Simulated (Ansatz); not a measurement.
## Ta2Si: how the k-point mesh moves the results

Level of theory: DFT PBEsol, scalar-relativistic, plane waves, PAW in Ansatz.

```
Ta Si
1.0
    -3.13522    3.04903    2.53351
     3.09348   -3.04354    2.47573
     3.13037    3.03869   -2.52679
Ta Si
4 2
Direct
  0.65506 0.80065 0.51601
  0.82878 0.35081 0.16099
  0.38031 0.16845 0.51098
  0.17597 0.69160 0.84120
  0.26973 0.26048 0.98905
  0.77220 0.78476 0.99776
```

```json
{
  "plane-wave cutoff": "420 eV",
  "occupation rule": "Gaussian smearing, 0.1 eV",
  "spin treatment": "unpolarised"
}
```

The atoms stay fixed while the k-point mesh is varied. ΔE is the energy extrapolated to zero smearing, less that of the reference run (8×8×8). The cell was strained and its atoms displaced at random, so that forces don't vanish. The meshes are Γ-centred. Spin–orbit coupling is left out. Pressure is positive in compression.

Times are rough; the reference took 2.1 min on 1 thread of Intel(R) Xeon(R) Processor @ 2.50GHz (Skylake/Cascade Lake), with other jobs on the host, peak memory 0.84 GiB.

```
 mesh  ΔE (meV/atom) P (GPa) largest change of a force component (eV/Å) irreducible points wall time (s)
1×1×1              ?        ?                                           ?                   ?              ?
2×2×2           9.48     5.99                                       0.296                   8            4.8
4×4×2           1.82     5.09                                       0.168                  20             11
4×4×4          -3.06     4.81                                       0.080                  36             18
6×6×6              ?        ?                                           ?                   ?              ?
8×8×8           0.00     4.73                                       0.000                 260            130
```

Fill in the withheld rows.

The withheld rows:

| mesh | ΔE (meV/atom) | P (GPa) | largest change of a force component (eV/Å) | irreducible points | wall time (s) |
| --- | --- | --- | --- | --- | --- |
| 1×1×1 | 670 | 11.53 | 2.344 | 1 | 2.5 |
| 6×6×6 | -0.31 | 4.74 | 0.062 | 112 | 61 |